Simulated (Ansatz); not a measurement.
Runs of Ansatz 0.2.0 on H. Symmetry: I4/mmm, No. 139, tetragonal system. Conventional cell: a = 3.383 Å, b = 3.383 Å, c = 4.117 Å, α = 90.00°, β = 90.00°, γ = 90.00°. Around H (site symmetry 4mm) lie 1 H at 0.74 Å. 

```csv
share of exact exchange,gap on the mesh (eV),pressure (GPa),largest force (eV/Å)
0.05,9.25,0.8,0.24
0.3,10.83,0.4,0.05
0.4,11.47,0.3,0.03
0.2,10.20,0.6,0.12
0.15,9.88,0.6,0.16
0.25,10.52,0.5,0.08
0.5,(b),0.1,0.10
0.1,9.57,(a),0.20
```

Alike in all rows: task single point; level HSE06 form with a typed share of exact exchange; potentials or basis Ansatz PAW; no spin polarisation; cell as given; k mesh 6 × 6 × 6; cutoff (eV) 420; smearing fermi-dirac 0.05 eV; the mesh is coarse, so values aren't converged.

Fill in the values left out.

(a) 0.7; (b) 12.11.

Caveats: all runs use coarse meshes; the PAW data sets were made with another functional, which shifts forces and pressure a little; the thresholds are loose for stress.

A k mesh can miss the band edges.
